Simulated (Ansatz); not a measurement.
# InSb at several levels of theory

One geometry, relaxed with PBE, and single points on it; plane waves with PAW potentials in Ansatz, scalar-relativistic unless the row names spin-orbit coupling. No spin polarisation. Meshes are on the primitive cell of 2 atoms. Gaps are the least over mesh and band path; pressure is positive in compression. Smearing is Gaussian, 0.10 eV.

```
In Sb
1.0
     0.00000    3.31742    3.31742
     3.31742    0.00000    3.31742
     3.31742    3.31742    0.00000
In Sb
1 1
Direct
  0.00000 0.00000 0.00000
  0.25000 0.25000 0.25000
```

| level | cutoff (eV) | k mesh | gap (eV) | pressure (GPa) | rough cost with bands (core-min) |
| --- | --- | --- | --- | --- | --- |
| PBE | 420 | 12×12×12 | 0 | 0.0 | 1.1 |
| r2SCAN | 500 | 12×12×12 | 0 | -1.4 | 2 |
| PBE with spin-orbit coupling | 420 | 12×12×12 | 0 | 0.0 | 1.6 |
| LDA | 420 | 12×12×12 | 0 | -3.2 | 1.2 |

Spin-orbit coupling is left out except in a row that names it, which matters for the bands of heavy elements.